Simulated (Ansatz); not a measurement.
# The 3-layer graphene (AB) under a gate, part 2 of 3

How does the 3-layer graphene (AB) take up charge from its gate?

Ansatz 0.2.0; plane-wave DFT, PBE-D3(BJ), Ansatz PAW (the session's first sound run).

So far. Step 2 (Relaxing the slab): The lattice constant a goes from 2.467 to 2.465 Å.

### Step 3. Gated layer, added electrons 0, start network

The slab is cut off from its images along the normal. A charged sheet stands for each gate, the layer takes the opposite charge, and a barrier ahead of the sheet keeps electrons from leaking to it. The uncharged case sets the zero; a dense mesh is needed because few carriers fill a small part of the zone.

The cell differs from the one that the last finished run ended in (c 44.400 → 43.483 Å).

Contents of input.yaml:

```yaml
crystal:
  lattice:
    - [2.4652039198, 0.0, 0.0]
    - [-1.2326019599, 2.13492922, 0.0]
    - [0.0, 0.0, 43.4825957937]
  atoms:
    - { symbol: C, position: [0.6666666667, 0.3333333333, 0.4220174989] }
    - { symbol: C, position: [0.3333333333, 0.6666666667, 0.4220079244] }
    - { symbol: C, position: [0.0, 0.0, 0.5] }
    - { symbol: C, position: [0.6666666667, 0.3333333333, 0.5] }
    - { symbol: C, position: [0.6666666667, 0.3333333333, 0.5779825011] }
    - { symbol: C, position: [0.3333333333, 0.6666666667, 0.5779920756] }
  periodic: [true, true, false]
  symmetry: { detect: true }
kpoints:
  mp_grid: { grid: [114, 114, 1] }
  band_path:
    path: [[0, 0, 0], [0.5, 0, 0], [0.33333333, 0.33333333, 0], [0, 0, 0]]
    npoints: 16
hamiltonian:
  xc: pbe
  dispersion: d3bj
scf:
  occupations: { method: fermi_dirac, width: 0.02585 }
  convergence: { dr2_threshold: 1.0e-10 }
output:
  forces: true
  eigenvalues: true
  dos: { projected: true, e_range: [-3, 3], de: 0.01 }
  write_potential: true
  write_density: true
  volumetric_format: npy
  elf: true
external_charges:
  - { charge: 0, barrier: 10, axis: 3, height: 28.133, sigma: 0.25 }
```

The run is started by

```console
> ansatz run input.yaml --threads 4 --pin off --max-ram 12288MiB --backend cpu --events-out ev --progress --plain --runs-dir out
```

Numbers of over 12 decimals in the logs are rounded to 6 here.

What it wrote:

```text
[...]
Crystal: 6 atoms, lattice volume = 228.850 Å³
Basis set: ecut = 420 eV, 4315 PW (Γ), exchange–correlation on 36×36×600 points (8 copies of the dense FFT grid, shifted against one another)
Bands: 18, of which v1, the nominal top of the filled ones, is band 12 counted from 1 (11 counted from 0)
Symmetry: 6 space group operations
k-points: 1141 of 12996 (time reversal used)
[...]
SCF iter   1: F=—  HF=-1506.387864 eV  |F-HF|=—  |Δ(HF+E_count)|=         —  Δρ=1.57e-3  dr2=6.40e-3  ethr=1.77e-3  ⟨swp⟩=19.1  Hψ=237160  notcnv=0  defer=1
[...]
SCF iter  10: F=-1506.387577 eV  HF=-1506.387577 eV  |F-HF|=3.66e-11  |Δ(HF+E_count)|=  1.41e-11  Δρ=4.41e-8  dr2=2.43e-12  ethr=1.00e-12  ⟨swp⟩=11.4  Hψ=144957  notcnv=0
SCF 1 converged in 10 iterations: F = -1506.387577 eV  dr2 = 2.43e-12
[...]
NSCF: frozen V_eff on 49 k-points
[...]
SCF converged after 10 iterations
Free energy (F): -1506.387577 eV
[...]
Internal energy: -1506.387499 eV  (E = F + TS)
E sigma→0 (E₀):  -1506.387538 eV
Entropy (-TS):   -0.000078 eV (-0.013 meV/atom)
Fermi energy:    -4.263286 eV
[...]
--- Forces (eV/Å), atoms and charges each counted from 1 ---
  atom   1  C      0.00000000     0.00000000    -0.00176206
  atom   2  C      0.00000000    -0.00000000     0.00044426
  atom   3  C      0.00000000     0.00000000    -0.00002793
  atom   4  C      0.00000000    -0.00000000    -0.00005469
  atom   5  C      0.00000000     0.00000000    -0.00273099
  atom   6  C      0.00000000    -0.00000000    -0.00492178
  external charge   1     0.00000000     0.00000000     0.00905308
  max |Σ_I F_I| component, the external charges' with the atoms': 1.13e-7 eV/Å
--- Band table (eV; the first three rows and the last of 1141) ---
  k-point 0: bands = [... 8 lower, -7.2866, -7.2866, -7.2825, -7.2825, -0.6923, 0.1936, 0.3643, 1.0814, ... 2 higher]
  k-point 1: bands = [... 8 lower, -7.2942, -7.2906, -7.2900, -7.2865, -0.6899, 0.1960, 0.3667, 1.0839, ... 2 higher]
  k-point 2: bands = [... 8 lower, -7.3126, -7.3106, -7.3027, -7.2984, -0.6825, 0.2033, 0.3740, 1.0914, ... 2 higher]
  k-point 1140: bands = [... 8 lower, -14.8151, -4.6981, -4.2804, -4.2651, -4.2593, -4.2500, -3.8036, 6.1234, ... 2 higher]
```

The job ended after 2.8 min (4 threads of Intel Xeon 6975P-C (Granite Rapids), shared host; peak memory 3.9 GiB; 11 min of CPU time).

This step gave:

```yaml
potential_beyond_the_upper_barrier_and_gate_less_the_barrier_from_the_fermi_level: 4.244 eV
```

Running mean over a fixed 2.8 Å (it still follows the layers) of the planar mean; beyond a gate it holds the 10 eV model barrier. Electron's electrostatic potential energy less the Fermi level against z:

z (Å), electron's electrostatic potential energy less the Fermi level (eV) and a bar from the least value:
```
        4        4.3 ################
        5        4.3 ################
        6        4.3 ################
        7        4.3 ################
        8        4.3 ################
        9        4.3 ################
       10        4.3 ################
       11        4.3 ################
       12        4.3 ################
       13        4.3 ################
       14        4.3 ################
       15        4.3 ################
       16        4.0 ################
       17       -2.1 ########
       18       -7.5 
       19       -7.2 #
       20       -1.0 #########
       21       -7.0 #
       22       -7.6 
       23       -3.7 #####
       24       -4.8 ####
       25       -7.6 
       26       -6.4 ##
       27        3.7 ################
       28        8.7 ######################
       29       12.4 ###########################
       30       14.2 ##############################
       31       14.2 ##############################
       32       14.2 ##############################
       33       14.2 ##############################
       34       14.2 ##############################
       35       14.2 ##############################
       36       14.2 ##############################
       37       14.2 ##############################
       38       14.2 ##############################
       39       14.2 ##############################
```

The density of states has structure finer than the step of the table below, so its rows give means over 0.1 eV, whole bins alone (the curve runs from -3 to 1.99 eV). Peaks (eV: height): -2.35: 1.62, -2.16: 1.83, 1.51: 1.90, 1.68: 2.04.

Table of density of states by energy, zero at the Fermi level; means over each step:

energy (eV), density of states (states/eV a cell) and a bar:
```
     -2.9       1.11 ####################
     -2.8       1.16 #####################
     -2.7       1.26 #######################
     -2.6       1.37 #########################
     -2.5       1.29 ########################
     -2.4       1.40 ##########################
     -2.3       1.38 ##########################
     -2.2       1.44 ###########################
     -2.1       1.32 ########################
     -2.0       1.05 ###################
     -1.9       0.92 #################
     -1.8       0.82 ###############
     -1.7       0.74 #############
     -1.6       0.67 ############
     -1.5       0.61 ###########
     -1.4       0.55 ##########
     -1.3       0.50 #########
     -1.2       0.45 ########
     -1.1       0.41 #######
     -1.0       0.37 ######
     -0.9       0.33 ######
     -0.8       0.29 #####
     -0.7       0.25 ####
     -0.6       0.21 ####
     -0.5       0.18 ###
     -0.4       0.13 ##
     -0.3       0.10 #
     -0.2       0.08 #
     -0.1       0.06 #
      0.0       0.02 
      0.1       0.04 
      0.2       0.06 #
      0.3       0.09 #
      0.4       0.11 ##
      0.5       0.17 ###
      0.6       0.21 ####
      0.7       0.26 ####
      0.8       0.30 #####
      0.9       0.35 ######
      1.0       0.41 #######
      1.1       0.48 #########
      1.2       0.57 ##########
      1.3       0.69 ############
      1.4       0.88 ################
      1.5       1.48 ###########################
      1.6       1.45 ###########################
      1.7       1.62 ##############################
      1.8       1.31 ########################
      1.9       1.30 ########################
```

Projected DOS per atom over height of the atomic layer and energy from the Fermi level. Layers: C2 C2 C2 from below.

Values in states/eV, 22 rows by 3 columns, each cell a mean:
```
0.220 0.209 0.220
0.255 0.217 0.255
0.165 0.204 0.165
0.093 0.097 0.093
0.065 0.066 0.065
0.045 0.046 0.045
0.028 0.028 0.028
0.014 0.013 0.014
0.006 0.007 0.006
0.011 0.013 0.011
0.022 0.021 0.022
0.037 0.037 0.037
0.051 0.051 0.050
0.066 0.066 0.066
0.083 0.084 0.083
0.103 0.105 0.103
0.130 0.132 0.129
0.170 0.178 0.170
0.233 0.234 0.232
0.238 0.201 0.238
0.213 0.226 0.213
0.184 0.187 0.184
```
Columns: height of the atomic layer (Å) from 18.4 to 25.1; rows upwards: energy from the Fermi level (eV) from -2.98 to 1.97.

The electronic bands at the labelled points (eV, zero at the Fermi level):

| point | band 9 | band 10 | band 11 | band 12 | band 13 | band 14 | band 15 | band 16 |
| --- | --- | --- | --- | --- | --- | --- | --- | --- |
| Γ | -3.02 | -3.02 | -3.02 | -3.02 | 3.57 | 4.46 | 4.63 | 5.34 |
| halfway | -5.25 | -5.06 | -5.04 | -5.03 | 5.55 | 6.38 | 6.62 | 7.03 |
| M | -6.40 | -2.63 | -2.35 | -2.16 | 1.51 | 1.68 | 1.98 | 7.27 |
| halfway | -8.20 | -2.03 | -1.76 | -1.57 | 1.39 | 1.46 | 1.62 | 9.75 |
| K | -10.55 | -0.43 | -0.02 | 0.00 | 0.00 | 0.01 | 0.46 | 10.39 |
| halfway | -6.39 | -5.90 | -5.33 | -4.71 | 6.21 | 6.22 | 6.38 | 6.53 |
| Γ | -3.02 | -3.02 | -3.02 | -3.02 | 3.57 | 4.46 | 4.63 | 5.34 |

Electrostatic potential energy in the ca plane at fractional y = 0.333, with atoms of C within 0.2 Å of it. With pseudopotentials it is smooth inside the atoms' cores, unlike the true potential.

Ten even steps from '0' (-61 eV) to '9' (10 eV), each cell a mean:
```
88888888887436788887535788887635788888999999
88888888885103788886202688887301688888999999
88888888875002788886001688886200588888999999
88888888886204788886203788887402688888999999
88888888887556788887656788887655788888999999
88888888887667888887767788888766788888999999
88888888887667888887667788888766788888999999
88888888887667888887767788888766788888999999
```
Columns run along c (16.0 Å, from fractional 0.33 to 0.69 of the cell; values clipped at the 3rd and 97th percentile), rows up along a (2.5 Å). Atoms in or near the plane, at fractional coordinates: C at (0.42, 0.67), C at (0.50, 0.67), C at (0.58, 0.67).

Valence density in the ca plane at fractional y = 0.333, with atoms of C within 0.2 Å of it. It is the smooth field of the valence electrons, not physical close to the nuclei.

Values in e/Å³, 5 rows by 16 columns, each cell a mean:
```
0.0 0.0 0.0 0.3 1.4 0.2 0.1 1.2 0.6 0.1 0.7 1.1 0.1 0.0 0.0 0.0
0.0 0.0 0.0 0.4 1.6 0.3 0.1 1.4 0.8 0.1 0.8 1.3 0.1 0.0 0.0 0.0
0.0 0.0 0.0 0.3 1.4 0.2 0.1 1.2 0.6 0.1 0.7 1.1 0.1 0.0 0.0 0.0
0.0 0.0 0.0 0.2 0.8 0.2 0.1 0.7 0.4 0.0 0.4 0.7 0.1 0.0 0.0 0.0
0.0 0.0 0.0 0.2 0.8 0.2 0.1 0.7 0.4 0.0 0.4 0.7 0.1 0.0 0.0 0.0
```
Columns run along c (16.0 Å, from fractional 0.33 to 0.69 of the cell), rows up along a (2.5 Å). Atoms in or near the plane, at fractional coordinates: C at (0.42, 0.67), C at (0.50, 0.67), C at (0.58, 0.67).

ELF in the ca plane at fractional y = 0.333, with atoms of C within 0.2 Å of it. It is the smooth field of the valence electrons, not physical close to the nuclei.

Values, 5 rows by 16 columns, each cell a mean:
```
0.00 0.00 0.06 0.51 0.66 0.39 0.23 0.66 0.60 0.10 0.60 0.65 0.29 0.01 0.00 0.00
0.00 0.00 0.08 0.52 0.28 0.41 0.26 0.35 0.50 0.13 0.49 0.37 0.35 0.02 0.00 0.00
0.00 0.00 0.06 0.51 0.68 0.39 0.23 0.67 0.59 0.10 0.61 0.67 0.29 0.01 0.00 0.00
0.00 0.00 0.03 0.36 0.63 0.27 0.15 0.60 0.46 0.06 0.48 0.60 0.18 0.01 0.00 0.00
0.00 0.00 0.03 0.36 0.64 0.27 0.15 0.61 0.47 0.06 0.49 0.60 0.18 0.01 0.00 0.00
```
Columns run along c (16.0 Å, from fractional 0.33 to 0.69 of the cell), rows up along a (2.5 Å). Atoms in or near the plane, at fractional coordinates: C at (0.42, 0.67), C at (0.50, 0.67), C at (0.58, 0.67).

There is no gap.

### Step 4. Gated layer, added electrons 1×10¹³ per cm²

input.yaml: that of step 3 with these lines changed.

```diff
@@ -14,2 +14,3 @@
   symmetry: { detect: true }
+total_charge: -0.005263
 kpoints:
@@ -28,3 +29,2 @@
   eigenvalues: true
-  dos: { projected: true, e_range: [-3, 3], de: 0.01 }
   write_potential: true
@@ -32,4 +32,4 @@
   volumetric_format: npy
-  elf: true
 external_charges:
   - { charge: 0, barrier: 10, axis: 3, height: 28.133, sigma: 0.25 }
+  - { charge: 0.005263, axis: 3, height: 29.633, sigma: 0.42 }
```

What it wrote:

```text
[...]
Crystal: 6 atoms, lattice volume = 228.850 Å³
Basis set: ecut = 420 eV, 4315 PW (Γ), exchange–correlation on 36×36×600 points (8 copies of the dense FFT grid, shifted against one another)
Bands: 19, of which v1, the nominal top of the filled ones, is band 12 counted from 1 (11 counted from 0)
Symmetry: 6 space group operations
k-points: 1141 of 12996 (time reversal used)
[...]
SCF iter   1: F=—  HF=-1509.580034 eV  |F-HF|=—  |Δ(HF+E_count)|=         —  Δρ=6.24e-2  dr2=7.91e0  ethr=3.10e-3  ⟨swp⟩=17.4  Hψ=244593  notcnv=0
[...]
SCF iter  13: F=-1506.407792 eV  HF=-1506.407792 eV  |F-HF|=2.21e-11  |Δ(HF+E_count)|=  8.62e-11  Δρ=3.30e-8  dr2=2.00e-12  ethr=1.00e-12  ⟨swp⟩=11.3  Hψ=146141  notcnv=0
the search or the solves at the SCF's close seem to have found levels that the self-consistency loop had missed (the run counts 4). By its estimate they hold under 1e-12 electrons; where the run keeps them, the occupations were computed again with them
SCF 1 converged in 13 iterations: F = -1506.407792 eV  dr2 = 2.00e-12
[...]
SCF converged after 13 iterations
Free energy (F): -1506.407792 eV
[...]
Internal energy: -1506.407674 eV  (E = F + TS)
E sigma→0 (E₀):  -1506.407733 eV
Entropy (-TS):   -0.000118 eV (-0.020 meV/atom)
Fermi energy:    -3.808077 eV
[...]
--- Forces (eV/Å), atoms and charges each counted from 1 ---
  atom   1  C      0.00000000     0.00000000    -0.00179511
  atom   2  C      0.00000000    -0.00000000     0.00077653
  atom   3  C      0.00000000     0.00000000     0.00114729
  atom   4  C      0.00000000    -0.00000000    -0.00073484
  atom   5  C      0.00000000     0.00000000    -0.00419955
  atom   6  C      0.00000000    -0.00000000    -0.00433292
  external charge   1     0.00000000     0.00000000     0.00961359
  external charge   2     0.00000000     0.00000000    -0.00047572
  max |Σ_I F_I| component, the external charges' with the atoms': 7.27e-7 eV/Å
--- Band table (eV; the first three rows and the last of 1141) ---
  k-point 0: bands = [... 8 lower, -6.9444, -6.9444, -6.9096, -6.9096, -0.3229, 0.4464, 0.6776, 1.4331, ... 3 higher]
  k-point 1: bands = [... 8 lower, -6.9520, -6.9484, -6.9172, -6.9136, -0.3204, 0.4488, 0.6801, 1.4355, ... 3 higher]
  k-point 2: bands = [... 8 lower, -6.9748, -6.9605, -6.9400, -6.9257, -0.3131, 0.4559, 0.6876, 1.4430, ... 3 higher]
  k-point 1140: bands = [... 8 lower, -14.4398, -4.3761, -4.0125, -3.9487, -3.9359, -3.8811, -3.4729, 6.4258, ... 3 higher]
```

The job ended after 3.7 min (4 threads; peak memory 4 GiB; 14 min of CPU time).

This step gave:

```yaml
energy_at_zero_smearing: -1506.4077 eV
potential_beyond_the_upper_barrier_and_gate_less_the_barrier_from_the_fermi_level: 3.413 eV
```

The electronic bands at the labelled points (eV, zero at the Fermi level):

| point | band 9 | band 10 | band 11 | band 12 | band 13 | band 14 | band 15 | band 16 |
| --- | --- | --- | --- | --- | --- | --- | --- | --- |
| Γ | -3.14 | -3.14 | -3.10 | -3.10 | 3.49 | 4.25 | 4.49 | 5.24 |
| halfway | -5.38 | -5.25 | -5.15 | -5.12 | 5.46 | 6.14 | 6.52 | 6.89 |
| M | -6.49 | -2.76 | -2.50 | -2.28 | 1.37 | 1.54 | 1.86 | 7.12 |
| halfway | -8.29 | -2.16 | -1.90 | -1.68 | 1.23 | 1.33 | 1.50 | 9.61 |
| K | -10.63 | -0.57 | -0.20 | -0.14 | -0.13 | -0.07 | 0.34 | 10.23 |
| halfway | -6.48 | -6.03 | -5.47 | -4.84 | 6.07 | 6.12 | 6.24 | 6.42 |
| Γ | -3.14 | -3.14 | -3.10 | -3.10 | 3.49 | 4.25 | 4.49 | 5.24 |

Against the uncharged case this takes +0.83 V.

### Step 5. Gated layer, added electrons 2×10¹³ per cm²

input.yaml: that of step 4 with these lines changed.

```diff
@@ -14,3 +14,3 @@
   symmetry: { detect: true }
-total_charge: -0.005263
+total_charge: -0.010526
 kpoints:
@@ -34,2 +34,2 @@
   - { charge: 0, barrier: 10, axis: 3, height: 28.133, sigma: 0.25 }
-  - { charge: 0.005263, axis: 3, height: 29.633, sigma: 0.42 }
+  - { charge: 0.010526, axis: 3, height: 29.633, sigma: 0.42 }
```

What it wrote:

```text
[...]
Crystal: 6 atoms, lattice volume = 228.850 Å³
Basis set: ecut = 420 eV, 4315 PW (Γ), exchange–correlation on 36×36×600 points (8 copies of the dense FFT grid, shifted against one another)
Bands: 19, of which v1, the nominal top of the filled ones, is band 12 counted from 1 (11 counted from 0)
Symmetry: 6 space group operations
k-points: 1141 of 12996 (time reversal used)
[...]
--- Band table (eV; the first three rows and the last of 1141) ---
  k-point 0: bands = [... 8 lower, -6.6078, -6.6078, -6.5513, -6.5513, 0.0275, 0.6448, 1.0186, 1.7712, ... 3 higher]
  k-point 1: bands = [... 8 lower, -6.6154, -6.6118, -6.5589, -6.5553, 0.0299, 0.6472, 1.0211, 1.7736, ... 3 higher]
  k-point 2: bands = [... 8 lower, -6.6382, -6.6239, -6.5817, -6.5674, 0.0373, 0.6543, 1.0287, 1.7810, ... 3 higher]
  k-point 1140: bands = [... 8 lower, -14.0815, -4.0655, -3.7516, -3.6371, -3.6006, -3.5235, -3.1428, 6.7111, ... 3 higher]
[key lines of the parts left out:]
SCF converged after 12 iterations
Free energy (F): -1506.424092 eV
Fermi energy:    -3.415204 eV
```

The job ended after 3.1 min (4 threads; peak memory 4 GiB).

Against the uncharged case this takes +1.58 V.

### Step 6. Gated layer, added electrons 4×10¹³ per cm²

input.yaml: that of step 5 with these lines changed.

```diff
@@ -14,3 +14,3 @@
   symmetry: { detect: true }
-total_charge: -0.010526
+total_charge: -0.021052
 kpoints:
@@ -34,2 +34,2 @@
   - { charge: 0, barrier: 10, axis: 3, height: 28.133, sigma: 0.25 }
-  - { charge: 0.010526, axis: 3, height: 29.633, sigma: 0.42 }
+  - { charge: 0.021052, axis: 3, height: 29.633, sigma: 0.42 }
```

What it wrote:

```text
[...]
Crystal: 6 atoms, lattice volume = 228.850 Å³
Basis set: ecut = 420 eV, 4315 PW (Γ), exchange–correlation on 36×36×600 points (8 copies of the dense FFT grid, shifted against one another)
Bands: 19, of which v1, the nominal top of the filled ones, is band 12 counted from 1 (11 counted from 0)
Symmetry: 6 space group operations
k-points: 1141 of 12996 (time reversal used)
[...]
--- Band table (eV; the first three rows and the last of 1141) ---
  k-point 0: bands = [... 8 lower, -5.9516, -5.9516, -5.8651, -5.8651, 0.6789, 1.0119, 1.6938, 2.4231, ... 3 higher]
  k-point 1: bands = [... 8 lower, -5.9592, -5.9556, -5.8727, -5.8691, 0.6813, 1.0143, 1.6964, 2.4255, ... 3 higher]
  k-point 2: bands = [... 8 lower, -5.9821, -5.9678, -5.8955, -5.8812, 0.6885, 1.0214, 1.7039, 2.4328, ... 3 higher]
  k-point 1140: bands = [... 8 lower, -13.3954, -3.4599, -3.2069, -3.0123, -2.9462, -2.8381, -2.4903, 7.2567, ... 3 higher]
[key lines of the parts left out:]
SCF converged after 12 iterations
Free energy (F): -1506.445945 eV
Fermi energy:    -2.689671 eV
```

It took 3.2 min on 4 threads; peak memory 4 GiB.

Against the uncharged case this takes +2.99 V.

### Step 7. Gated layer, added electrons 7×10¹³ per cm²

input.yaml: that of step 6 with these lines changed.

```diff
@@ -14,3 +14,3 @@
   symmetry: { detect: true }
-total_charge: -0.021052
+total_charge: -0.036841
 kpoints:
@@ -34,2 +34,2 @@
   - { charge: 0, barrier: 10, axis: 3, height: 28.133, sigma: 0.25 }
-  - { charge: 0.021052, axis: 3, height: 29.633, sigma: 0.42 }
+  - { charge: 0.036841, axis: 3, height: 29.633, sigma: 0.42 }
```

What it wrote:

```text
[...]
Crystal: 6 atoms, lattice volume = 228.850 Å³
Basis set: ecut = 420 eV, 4315 PW (Γ), exchange–correlation on 36×36×600 points (8 copies of the dense FFT grid, shifted against one another)
Bands: 19, of which v1, the nominal top of the filled ones, is band 12 counted from 1 (11 counted from 0)
Symmetry: 6 space group operations
k-points: 1141 of 12996 (time reversal used)
[...]
--- Band table (eV; the first three rows and the last of 1141) ---
  k-point 0: bands = [... 8 lower, -4.9884, -4.9884, -4.8724, -4.8724, 1.3451, 1.7694, 2.6803, 3.3701, ... 3 higher]
  k-point 1: bands = [... 8 lower, -4.9960, -4.9924, -4.8800, -4.8764, 1.3475, 1.7718, 2.6828, 3.3725, ... 3 higher]
  k-point 2: bands = [... 8 lower, -5.0188, -5.0045, -4.9028, -4.8885, 1.3546, 1.7792, 2.6904, 3.3797, ... 3 higher]
  k-point 1140: bands = [... 8 lower, -12.4029, -2.5701, -2.3695, -2.0765, -1.9850, -1.8461, -1.5266, 8.0383, ... 3 higher]
[key lines of the parts left out:]
SCF converged after 11 iterations
Free energy (F): -1506.453315 eV
Fermi energy:    -1.659915 eV
```

Run time: 3 min. Hardware: 4 threads; peak memory 3.9 GiB.

Against the uncharged case this takes +5.02 V.

[end of part 2 of 3]

[Logs are printed without paths, hosts, clocks, repeated set-up lines and the standing remarks that a program may print on its own settings, such as how far it seeks lower states.]

[Hosts, paths, dates, database ids (printed as entryN), source tags and the programs' standing remarks are cut or masked in the printed files.]

[Maps of the electrostatic potential energy from Ansatz leave out the sawtooth potential of an applied field or a dipole correction, so their vacuum need not be flat; planar profiles and work functions include it.]

[The density of states shown here was stored with 400 of the rows of the run's finer table, so its peaks can read low, often by over a quarter, or be missed, and its means over a window can be off by a tenth or more.]
